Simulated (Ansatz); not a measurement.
# NbH2: response to strain

NbH2 is deformed so: equal xy, yz and zx engineering shear strains of -2 %. What stress and forces result, by LAPW, PAW and all-electron datasets made for the crystal?

Program: Ansatz 0.2.0. Level of theory: DFT LDA, scalar-relativistic. These are calculated values, not measurements.

**1. Starting point**

The structure is cubic, space group Fm-3m (No. 225). The conventional cell has a = 4.563 Å, b = 4.563 Å, c = 4.563 Å, α = 90.00°, β = 90.00°, γ = 90.00°. Around Nb (site symmetry m-3m) lie 8 H at 1.98 Å. H (site symmetry -43m) is surrounded by 4 Nb at 1.98 Å.

As a file:

```cif
data_structure
_symmetry_space_group_name_H-M 'Fm-3m'
_symmetry_Int_Tables_number 225
_cell_length_a 4.5630
_cell_length_b 4.5630
_cell_length_c 4.5630
_cell_angle_alpha 90.000
_cell_angle_beta 90.000
_cell_angle_gamma 90.000
_cell_volume 95.01
loop_
_atom_site_label
_atom_site_type_symbol
_atom_site_symmetry_multiplicity
_atom_site_Wyckoff_symbol
_atom_site_fract_x
_atom_site_fract_y
_atom_site_fract_z
_atom_site_occupancy
Nb1 Nb 4 a 0.00000 0.00000 0.00000 1
H1 H 8 c 0.25000 0.75000 0.75000 1
```

The file gives the conventional cell by its symmetry; the runs use the cell typed in the input.

Atoms are numbered in the order of the input: Nb1, H2, H3.

**2. After the deformation**

Space group Fm-3m before, R-3m after.

**3. LAPW, all electrons**

Input file input.yaml:

```yaml
crystal:
  lattice:
    - [-0.04563, 2.258685, 2.258685]
    - [2.258685, -0.04563, 2.258685]
    - [2.258685, 2.258685, -0.04563]
  atoms:
    - { symbol: Nb, position: [0.0, 0.0, 0.0] }
    - { symbol: H, position: [0.25, 0.25, 0.25] }
    - { symbol: H, position: [0.75, 0.75, 0.75] }
kpoints:
  mp_grid: { grid: [15, 15, 15] }
  band_path:
    path:
      - [0.0, 0.0, 0.0]
      - [0.5, 0.5, 0.5]
      - [0.2551801333, 0.5, 0.7448198667]
      - [-0.2551801333, 0.2551801333, 0.5]
      - [0.0, 0.0, 0.5]
      - [0.0, 0.0, 0.0]
      - [-0.3775900666, 0.0, 0.3775900666]
      - [0.0, 0.3775900666, 0.6224099334]
      - [0.0, 0.5, 0.5]
    npoints: 5
scf:
  occupations: { method: fermi_dirac, width: 0.03 }
hamiltonian:
  xc: lda
  pseudopotentials: { kind: all_electron, lapw: { basis_error: 0.001 } }
output:
  forces: true
  stress: true
  eigenvalues: true
```

Launch:

```sh
> ansatz run input.yaml --threads 1 --pin off --max-ram 4096MiB --backend cpu --events-out ev --progress --plain --runs-dir out
```

**4. PAW with frozen cores**

Input file input.yaml:

```yaml
crystal:
  lattice:
    - [-0.04563, 2.258685, 2.258685]
    - [2.258685, -0.04563, 2.258685]
    - [2.258685, 2.258685, -0.04563]
  atoms:
    - { symbol: Nb, position: [0.0, 0.0, 0.0] }
    - { symbol: H, position: [0.25, 0.25, 0.25] }
    - { symbol: H, position: [0.75, 0.75, 0.75] }
kpoints:
  mp_grid: { grid: [15, 15, 15] }
scf:
  occupations: { method: fermi_dirac, width: 0.03 }
hamiltonian:
  xc: lda
  pseudopotentials: { kind: paw }
output:
  forces: true
  stress: true
  eigenvalues: true
  efg: { contact_densities: true }
```

**5. All-electron PAW on datasets made for the crystal**

input.yaml, as its differences from that of step 4:

```diff
@@ -15,3 +15,3 @@
   xc: lda
-  pseudopotentials: { kind: paw }
+  pseudopotentials: { kind: all_electron, datasets: crystal }
 output:
```

(Steps that only read results are left out.)

Before running it: what results should come out? Wanted: pressure; largest shear or deviatoric stress.

As calculated:

| quantity | value |
| --- | --- |
| pressure | LAPW -7.93, PAW -7.89, crystal datasets -7.93 GPa |
| largest shear or deviatoric stress (LAPW) | 2.79 GPa |

In words: The largest part of the stress beyond the pressure is 2.79 GPa in size; the atoms are carried along and not relaxed. No run of the undeformed cell stands beside it, so pressure and stress hold what the given cell had before the change, as far as its symmetry allows. PAW: stress within 0.04 GPa of LAPW, forces within 1 meV/Å. Crystal datasets: stress within 0.01 GPa of LAPW, forces within 1 meV/Å.
